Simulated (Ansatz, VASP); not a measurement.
**One calculation of CuAu, two programs**

INCAR

```
SYSTEM = CuAu
PREC = Accurate ; ENCUT = 520
EDIFF = 1E-6 ; ISMEAR = -1
SIGMA = 0.05 ; LREAL = .FALSE.
LASPH = .TRUE. ; NELM = 80
ALGO = Fast ; ISIF = 2
LWAVE = .FALSE. ; LCHARG = .FALSE.
GGA = CA ; NBANDS = 18
```

The input KPOINTS:

```
Automatic mesh
0
G
  11 11 11
  0 0 0
```

File POSCAR:

```
CuAu
1.0
    1.4430568479      0.8331492596      4.2561707609
   -1.4430568479      0.8331492596      4.2561707609
    0.0000000000     -1.6662985192      4.2561707609
Au Cu
1 1
Direct
    0.0000000000      0.0000000000      0.0000000000
    0.5000000000      0.5000000000      0.5000000000
```

input.yaml

```yaml
crystal:
  lattice:
    - [1.4430568479, 0.8331492596, 4.2561707609]
    - [-1.4430568479, 0.8331492596, 4.2561707609]
    - [0.0, -1.6662985192, 4.2561707609]
  atoms:
    - { symbol: Au, position: [0.0, 0.0, 0.0] }
    - { symbol: Cu, position: [0.5, 0.5, 0.5] }
hamiltonian:
  xc: lda
  pseudopotentials: { kind: paw }
kpoints:
  mp_grid: { grid: [11, 11, 11] }
scf:
  occupations: { method: fermi_dirac, width: 0.05 }
output:
  forces: true
  stress: true
  eigenvalues: true
  write_density: true
  write_potential: true
  elf: true
  volumetric_format: npy
```

The cell comes from a database or a generator and needn't be the stable form of this composition.

Alike in both runs: task single point; functional LDA; k mesh 11 × 11 × 11; occupations fermi-dirac, width 0.05 eV; no spin polarisation.

|  | VASP | Ansatz |
| --- | --- | --- |
| version | VASP 6.6.1 | Ansatz 0.2.0 |
| potentials or method | VASP PAW LDA potentials, release 64 (Au, Cu) | Ansatz PAW |
| plane-wave cutoff (eV) | 520 | 420 |
| valence electrons in the cell | 22 | 38 |

|  | VASP | Ansatz | Ansatz less VASP |
| --- | --- | --- | --- |
| gap on the k mesh at the Fermi level (eV) | none | none | - |
| pressure (GPa) | -12.2 | -12.8 | -0.62 |
| largest component of the traceless stress (GPa) | 0.46 | 0.28 | -0.175 |

A gap of «none» marks a metal or a gap that the smearing closes. The two sets of potentials don't hold the same shells in valence.

Caveats: the PAW data sets come from PBE, with cores solved anew for the run's functional, which leaves a small shift of forces and pressure (Ansatz). Spin-orbit coupling is left out, which matters for the levels of Au.
